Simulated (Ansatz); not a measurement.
# Mn (P6_3/mmc) in Ansatz: reference runs

Aim: a first look at Mn with PBE, on the cell as given and on a disturbed one, then over a range of volumes.

Program: Ansatz 0.2.0. These are calculated values, not measurements. Logs are shortened: lines on timing, memory, paths and dates and some standing lists are left out, and cuts for length are marked.

**1. Starting point**

Symmetry: P6_3/mmc, No. 194, hexagonal system. The conventional cell has a = 2.484 Å, b = 2.484 Å, c = 4.026 Å, α = 90.00°, β = 90.00°, γ = 120.00°. Mn (site symmetry -6m2) has 12 Mn at 2.47 to 2.48 Å as nearest neighbours.

This isn't the form of Mn at room conditions, which is a 58-atom cubic cell.

**2. Single point, PBE, collinear spin, ferromagnetic start**

Contents of input.yaml:

```yaml
crystal:
  lattice:
    - [2.4836457705, 0.0, 0.0]
    - [-1.2418228853, 2.1509003313, 0.0]
    - [0.0, 0.0, 4.026195]
  atoms:
    - { symbol: Mn, position: [0.3333333333, 0.6666666667, 0.25], spin: 4.0 }
    - { symbol: Mn, position: [0.6666666667, 0.3333333333, 0.75], spin: 4.0 }
hamiltonian:
  xc: pbe
  pseudopotentials: { kind: paw }
magnetization:
  spin_polarized: true
kpoints:
  mp_grid: { grid: [12, 12, 7] }
scf:
  occupations: { method: fermi_dirac, width: 0.05 }
output:
  forces: true
  stress: true
  eigenvalues: true
  write_density: true
  write_potential: true
  elf: true
  volumetric_format: npy
```

Potentials or basis: Ansatz PAW.

Launch:

```console
> ansatz run input.yaml --threads 2 --pin off --max-ram 5120MiB --backend cpu --events-out ev --progress --plain --runs-dir out
```

What it wrote:

```text
Warning: RAYON_NUM_THREADS=2 ignored (pool sized by the plan → 2); use --threads N
Engine: ansatz 0.2.0, x86_64-unknown-linux-gnu
Pseudopotentials: kind: paw
Pseudopotential: Mn, paw, valence charge 15, recommended cutoff 420 eV (normal), Mn.paw.azcp
Functional definition: PBE
  parameter kappa = 0.804
  parameter beta = 0.06672455060314922
  exchange = pbe_x(kappa = kappa, mu = beta*pi^2/3)
  correlation = pbe_c(beta = beta)
Crystal: 2 atoms, lattice volume = 21.508 Å³
Basis set: ecut = 420 eV, 391 PW (Γ), exchange–correlation on 36×36×54 points (8 copies of the dense FFT grid, shifted against one another)
Bands: 23, of which v1, the nominal top of the filled ones, is band 15 counted from 1 (14 counted from 0)
Symmetry: 24 space group operations
Space group: P63/mmc (ITA 194), of the structure as read, at distance tolerance 2.8e-5 Å
Magnetic group: BNS 194.263 (UNI 1493), of the structure as read, at distance tolerance 2.8e-5 Å
k-points: 76 of 1008
Non-local potential: Mn, projectors of the file, l = 0: 3, l = 1: 2, l = 2: 3, l = 3: 1
PAW form: soft (Blöchl's): semilocal exchange-correlation on the pseudo side does not see the compensation charge
PAW one-centre angular grid: Mn, 590 points (default); XC on 64 Gauss nodes
Initial density: superposition of atomic densities (chi_scale 0.1, normalization cell)
Starting moments: Σ|m| = 8 μB on 2 of 2 sites
Initial wavefunctions: pseudopotential atomic-orbital guess
Functional: x = pbe(κ = 0.804, μ = 0.2195149727645171), c = pbe(β = 0.06672455060314922)
SCF iter   1: F=—  HF=-7802.985733 eV  |F-HF|=—  |Δ(HF+E_count)|=         —  Δρ=4.68e-1 (↑4.68e-1 ↓2.89e-1)  dr2=6.34e0  dr2_m=2.78e1  M=0.888 μB ∫|m|=0.916 μB  β_m=0.30  ethr=3.10e-3  ⟨swp⟩=3.7  Hψ=12383  notcnv=0
Mixer restart at iter 1: flushing history
preconditioner: auto → none  [metal: Δε(μ)=0.010 eV  Ē_g=9.109 eV  σ=0.050 eV  W_gap=0.05  n_scr=2 (ndim 8)  ℏωp=30.0 eV  f_vac=0.000  D(μ)=2.50/eV (n_scr^D=34)  sad-step TF]
SCF iter   2: F=—  HF=-7797.950295 eV  |F-HF|=—  |Δ(HF+E_count)|=    5.04e0  Δρ=2.83e-1 (↑2.83e-1 ↓2.26e-1)  dr2=8.49e-1  dr2_m=1.27e1  M=1.081 μB ∫|m|=1.088 μB  β_m=0.57  ethr=3.10e-3  ⟨swp⟩=3.5  Hψ=7806  notcnv=0  defer=312
SCF iter   3: F=—  HF=-7798.413542 eV  |F-HF|=—  |Δ(HF+E_count)|=   4.63e-1  Δρ=1.44e-1 (↑1.44e-1 ↓3.70e-2)  dr2=2.33e0  dr2_m=1.38e0  M=0.352 μB ∫|m|=0.358 μB  β_m=0.50  ethr=2.83e-3  ⟨swp⟩=3.3  Hψ=7097  notcnv=0  defer=308
SCF iter   4: F=—  HF=-7797.529458 eV  |F-HF|=—  |Δ(HF+E_count)|=   8.84e-1  Δρ=3.06e-2 (↑1.48e-2 ↓3.06e-2)  dr2=3.73e-2  dr2_m=9.82e-2  M=0.184 μB ∫|m|=0.192 μB  β_m=0.75  ethr=2.83e-3  ⟨swp⟩=3.4  Hψ=7507  notcnv=0  defer=327
SCF iter   5: F=—  HF=-7797.588004 eV  |F-HF|=—  |Δ(HF+E_count)|=   5.85e-2  Δρ=7.70e-3 (↑6.13e-3 ↓7.70e-3)  dr2=2.54e-2  dr2_m=5.97e-4  M=0.021 μB ∫|m|=0.031 μB  β_m=0.88  ethr=1.24e-4  ⟨swp⟩=2.9  Hψ=6573  notcnv=0  defer=282
SCF iter   6: F=—  HF=-7797.581684 eV  |F-HF|=—  |Δ(HF+E_count)|=   6.32e-3  Δρ=2.02e-3 (↑6.37e-4 ↓2.02e-3)  dr2=4.26e-4  dr2_m=3.04e-4  M=-0.007 μB ∫|m|=0.007 μB  β_m=0.82  ethr=8.47e-5  ⟨swp⟩=2.1  Hψ=5411  notcnv=0  defer=282
SCF iter   7: F=—  HF=-7797.581797 eV  |F-HF|=—  |Δ(HF+E_count)|=   1.13e-4  Δρ=4.04e-4 (↑1.75e-4 ↓4.04e-4)  dr2=2.79e-5  dr2_m=9.52e-6  M=-0.001 μB ∫|m|=0.001 μB  β_m=0.91  ethr=1.42e-6  ⟨swp⟩=2.1  Hψ=4433  notcnv=0  defer=282
SCF iter   8: F=—  HF=-7797.581795 eV  |F-HF|=—  |Δ(HF+E_count)|=   1.74e-6  Δρ=9.41e-5 (↑4.86e-5 ↓9.41e-5)  dr2=3.80e-7  dr2_m=9.45e-7  M=0.000 μB ∫|m|=0.000 μB  β_m=0.89  ethr=9.29e-8  ⟨swp⟩=2.6  Hψ=5443  notcnv=0  defer=282
SCF iter   9: F=—  HF=-7797.581795 eV  |F-HF|=—  |Δ(HF+E_count)|=   1.14e-7  Δρ=2.16e-5 (↑1.62e-5 ↓2.16e-5)  dr2=4.86e-9  dr2_m=6.91e-8  M=0.000 μB ∫|m|=0.000 μB  β_m=0.86  ethr=1.27e-9  ⟨swp⟩=2.5  Hψ=5702  notcnv=0  defer=282
SCF iter  10: F=—  HF=-7797.581795 eV  |F-HF|=—  |Δ(HF+E_count)|=   8.31e-9  Δρ=2.34e-6 (↑2.34e-6 ↓6.91e-7)  dr2=1.00e-9  dr2_m=2.61e-10  M=0.000 μB ∫|m|=0.000 μB  β_m=0.88  ethr=1.62e-11  ⟨swp⟩=2.1  Hψ=5729  notcnv=0  defer=282
SCF iter  11: F=-7797.581795 eV  HF=-7797.581795 eV  |F-HF|=1.22e-10  |Δ(HF+E_count)|=  2.80e-10  Δρ=5.94e-7 (↑5.94e-7 ↓4.43e-7)  dr2=1.65e-10  dr2_m=2.94e-12  M=0.000 μB ∫|m|=0.000 μB  ethr=3.34e-12  ⟨swp⟩=8.7  Hψ=18355  notcnv=0
SCF 1 converged in 11 iterations: F = -7797.581795 eV  dr2 = 1.65e-10
Symmetry: 12 space group operations
k-points: 76 of 1008 (time reversal used)
Initial density: read from a saved state, or passed on in memory by an earlier SCF of this step, an earlier step, the calling program or the single point that the run made first
Starting moments: Σ|m| = 8 μB on 2 of 2 sites; this step starts from the density that it was given
Initial wavefunctions: those read from a saved state, or passed on in memory by an earlier step or the calling program
iter 1 solved again at ethr=1.00e-12 eV; its pass at ethr=3.33e-6 eV (dr2=1.65e-10 eV) is discarded
SCF iter   1: F=—  HF=-7797.581795 eV  |F-HF|=—  |Δ(HF+E_count)|=         —  Δρ=5.94e-7 (↑5.94e-7 ↓4.43e-7)  dr2=1.65e-10  dr2_m=2.94e-12  M=0.000 μB ∫|m|=0.000 μB  ethr=1.00e-12  ⟨swp⟩=1.0  Hψ=17110  notcnv=0
preconditioner: auto → none  [metal: Δε(μ)=0.013 eV  Ē_g=8.818 eV  σ=0.050 eV  W_gap=0.07  n_scr=2 (ndim 8)  ℏωp=30.0 eV  f_vac=0.000  D(μ)=2.58/eV (n_scr^D=34)]
SCF iter   2: F=—  HF=-7797.581931 eV  |F-HF|=—  |Δ(HF+E_count)|=   1.36e-4  Δρ=2.63e-4 (↑2.57e-4 ↓2.63e-4)  dr2=2.07e-6  dr2_m=1.25e-5  M=-0.000 μB ∫|m|=0.275 μB  ethr=3.33e-6  ⟨swp⟩=1.0  Hψ=14280  notcnv=0
SCF iter   3: F=—  HF=-7797.582191 eV  |F-HF|=—  |Δ(HF+E_count)|=   2.61e-4  Δρ=4.37e-5 (↑4.37e-5 ↓4.37e-5)  dr2=5.89e-7  dr2_m=6.61e-8  M=0.000 μB ∫|m|=0.614 μB  ethr=9.40e-8  ⟨swp⟩=1.6  Hψ=10214  notcnv=0
SCF iter   4: F=—  HF=-7797.582191 eV  |F-HF|=—  |Δ(HF+E_count)|=   1.43e-8  Δρ=4.12e-6 (↑4.12e-6 ↓3.89e-6)  dr2=4.14e-10  dr2_m=2.94e-9  M=-0.000 μB ∫|m|=0.612 μB  ethr=3.33e-10  ⟨swp⟩=2.0  Hψ=8887  notcnv=0
SCF iter   5: F=-7797.582191 eV  HF=-7797.582191 eV  |F-HF|=9.82e-11  |Δ(HF+E_count)|=   1.67e-8  Δρ=1.55e-6 (↑1.51e-6 ↓1.55e-6)  dr2=7.50e-11  dr2_m=4.08e-10  M=0.000 μB ∫|m|=0.611 μB  ethr=2.05e-11  ⟨swp⟩=1.2  Hψ=9865  notcnv=0
SCF iter   6: F=-7797.582191 eV  HF=-7797.582191 eV  |F-HF|=9.82e-11  |Δ(HF+E_count)|=    0.00e0  Δρ=1.55e-6 (↑1.51e-6 ↓1.55e-6)  dr2=7.49e-11  dr2_m=4.08e-10  M=0.000 μB ∫|m|=0.611 μB  ethr=1.00e-12  ⟨swp⟩=2.0  Hψ=11783  notcnv=0
SCF 2 converged in 6 iterations: F = -7797.582191 eV  dr2 = 7.49e-11
an SCF along what the orbitals of the run's state read of its open shells (or to have them read: on a GPU, or by another smearing), with 12 of the crystal's symmetry operations given up, reached no lower state that the run goes on to. This is no proof of a minimum
WARN: the starting moments were not kept: the SCF closed with an absolute magnetisation of 1.5e-6 μB, where they sum to 8 μB in size (2 sites). That is at most 0.1 of that sum. Measured as dr2_m measures the in/out step, that magnetisation stands 1.1e-12 eV from none, at or under the dr2_threshold of 1.0e-7 eV: it is no larger than a step whose dr2_m would equal this threshold. The system may hold no moment; this SCF shows only that its start led to no more than that. To try another start: raise the starting moments (crystal.atoms[].spin, magnetization.per_species, magnetization.initial_magnetization, or on a non-collinear deck that types none of these the spinor_matrix: blocks that start its atoms; where the total moment is fixed, keep their sum and leave initial_magnetization as it is; typed ones take the place of any that the run laid by itself, positive ones on a crystal's lanthanoids without a Hubbard term where scf.initial_density.shell_occupations: [] is typed) or, if the notice of its spin-set hold's release reads "site moments contracting" or "site moments show no strong build", lengthen the hold (scf.mixing.spin_hold: { on: { confirm: 4 } }; for m-r²SCAN on two components see the key's manual first). Each may lead to a state that holds a moment. A second SCF, from the converged charge density, with the starting moments and any scf.initial_density.shell_occupations laid on it anew, would have followed, and was not run: the deck does not ask for one (magnetization.retry_lost_moments is false, the default). To let it run, set magnetization.retry_lost_moments: true and run the deck again, where that key's refused combinations let it; where memory then withholds it, that run's warning says so.
SCF converged after 11 iterations
Magnetization: 0.0000 μB (15.0000 up, 15.0000 down)
Absolute magnetization: 0.0000 μB (∫|ρ↑−ρ↓|, with the PAW one-centre terms)
Spin contamination: 0.0000 ħ² per cell (⟨S²⟩ above its minimum at these occupations)
Per-site moments (μB) at R_I (Å): [(5.577806735204182e-7, 1.0195283593829112), (5.577806736508925e-7, 1.0195283593829112)]
Free energy (F): -7797.581795 eV
Harris-Foulkes:  -7797.581795 eV  (|F-HF|=1.22e-10)
Internal energy: -7797.559853 eV  (E = F + TS)
E sigma→0 (E₀):  -7797.570824 eV
Entropy (-TS):   -0.021941 eV (-10.971 meV/atom)
Fermi energy:    20.170030 eV
--- Per-component energies (eV) ---
  E_band       = -315.163776
  E_kinetic    = 617.054560
  E_local      = -3125.084162  (includes V_loc(G=0)·N_el)
  E_nonlocal   = 472.518828
  E_hartree    = 1301.224101
  E_xc         = -231.710583
  E_vxc        = -296.967637  (∫ρ·V_xc dr)
  E_paw        = -2592.266131  (= ΣΔE_a)
  E_vpaw       = -585.134479  (= ΣTr[D̂ρ^β])
  E_aug_tail   = -0.000017  (compensation charges beyond the density's cutoff)
  E_ewald      = -4239.296449
  E_smearing   = -0.021941  (= −TS)
  E_closure    = -0.000000  (closes the sum)
  Σ components = -7797.581795   (vs F -7797.581795, Δ=0.00e0)
--- Forces (eV/Å), atoms counted from 1 ---
  atom   1  Mn     0.00000000    -0.00000000     0.00000000
  atom   2  Mn    -0.00000000     0.00000000    -0.00000000
  max |Σ_I F_I| component: 1.16e-18 eV/Å
--- Stress (GPa, compression-positive) ---
       -1.051635       0.000000       0.000000
        0.000000      -1.051635      -0.000000
        0.000000      -0.000000      -1.329820
  P = ⅓ Tr σ = -1.1444 GPa (-11.444 kbar)
--- Band table (eV; the first three rows and the last of 152) ---
  k-point 0 ↑: bands = ["-58.9889", "-58.8284", "-28.0509", "-27.3859", "-27.3859", "-27.2817", "-27.2817", "-27.2734", "11.9472", "15.7288", "19.1972", "19.2303", "19.2303", "19.7008", "19.7008", "20.2364", "20.2364", "20.8449", "21.7972", "21.7972", "29.3987", "40.8743", "44.1082"]
  k-point 1 ↑: bands = ["-58.9810", "-58.8364", "-28.0135", "-27.3808", "-27.3808", "-27.3131", "-27.2869", "-27.2869", "12.1653", "15.6913", "19.1139", "19.1637", "19.1637", "19.6198", "19.6198", "20.2706", "20.4098", "20.4098", "21.7872", "21.7872", "30.3386", "40.6538", "43.6135"]
  k-point 2 ↑: bands = ["-58.9589", "-58.8588", "-27.9082", "-27.4235", "-27.3664", "-27.3664", "-27.3014", "-27.3014", "12.7924", "15.4506", "18.9006", "19.0833", "19.0833", "19.2431", "19.4286", "19.4286", "20.7875", "20.7875", "21.7161", "21.7161", "32.5613", "39.9453", "42.3064"]
  k-point 75 ↓: bands = ["-58.7957", "-58.7957", "-27.8825", "-27.8825", "-27.7547", "-27.7019", "-27.4164", "-27.4164", "17.3148", "17.4061", "17.4061", "17.5092", "18.5765", "18.5765", "20.0880", "20.3905", "21.8514", "21.8514", "27.8969", "27.8969", "28.9829", "30.2359", "32.3301"]
```

Wall time 19 s (2 threads of Intel Xeon at 2.70GHz, shared host); peak memory 0.55 GiB.

Results:

- Free energy: -7797.5818 eV
- Pressure: -1.1 GPa
- Band gap on the k mesh: none (metal or under the smearing width)
- Net moment: 0.00 μB per cell
- Absolute moment: 0.00 μB per cell

Stress tensor (GPa, compression positive):
```
-1.05  0.00  0.00
 0.00 -1.05  0.00
 0.00  0.00 -1.33
```

Levels at points of the mesh, in eV from the Fermi level:
Spin up:
| k point | band 11 | band 12 | band 13 | band 14 | band 15 | band 16 | band 17 | band 18 | band 19 | band 20 |
| --- | --- | --- | --- | --- | --- | --- | --- | --- | --- | --- |
| (0.00, 0.00, 0.00) | -0.97 | -0.94 | -0.94 | -0.47 | -0.47 | 0.07 | 0.07 | 0.67 | 1.63 | 1.63 |
| (0.00, -0.50, 0.00) | -3.69 | -1.36 | -1.14 | -0.94 | -0.42 | 1.84 | 1.98 | 2.06 | 3.59 | 5.67 |
Spin down:
```tsv
k point	band 12	band 13	band 14	band 15	band 16	band 17	band 18	band 19
(0.00, 0.00, 0.00)	-0.94	-0.94	-0.47	-0.47	0.07	0.07	0.67	1.63
(0.00, -0.50, 0.00)	-1.36	-1.14	-0.94	-0.42	1.84	1.98	2.06	3.59
```

Caveat: the starting moments collapsed, and a magnetic state may lie lower; the starting moments weren't kept.

(Continued in part 2 of 2.)
